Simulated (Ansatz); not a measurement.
Crystal: AlRu.

```
Ru Al
1.0
     2.99160    0.00000    0.00000
     0.00000    2.99160    0.00000
     0.00000    0.00000    2.99160
Ru Al
1 1
Direct
  0.50000 0.50000 0.50000
  0.00000 0.00000 0.00000
```

* Program: Ansatz 0.2.0
* Task: relaxation of cell and atoms
* Functional: PBEsol
* Dispersion: D4
* Potentials or basis: Ansatz PAW
* Cutoff: 420 eV (not typed: the program's choice for these potentials)
* k mesh: 9 × 9 × 9
* Occupations: fermi-dirac, width 0.05 eV
* Spin: no spin polarisation

At the start: volume 13.39 Å³/atom.

Problem. Where does the relaxation end?

Solution. It ends after 5 steps and the volume is 12.99 Å³/atom (-2.9 %); space group Pm-3m (No. 221, to 0.05 Å).

The path:
| step | energy change (eV) | largest force (eV/Å) | volume (Å³) |
| --- | --- | --- | --- |
| 1 | 0.0000 | 0.0000 | 26.77 |
| 2 | -0.0151 | 0.0000 | 25.78 |
| 3 | -0.0162 | 0.0000 | 26.00 |
| 4 | -0.0162 | 0.0000 | 25.99 |
| 5 | -0.0160 | 0.0000 | 25.99 |

Final structure:
```xyz
2
Lattice="2.9621 0.0000 0.0000 0.0000 2.9621 0.0000 0.0000 0.0000 2.9621" Properties=species:S:1:pos:R:3 pbc="T T T"
Ru    1.4810    1.4810    1.4810
Al    0.0000    0.0000    0.0000
```

Caveat: the plane-wave basis is chosen anew once the cell has moved, so the energies of steps on either side of that aren't comparable; pairwise dispersion overbinds metals, which lowers pressure and volume; the PAW data sets come from PBE, with cores solved anew for the run's functional, which leaves a small shift of forces and pressure.
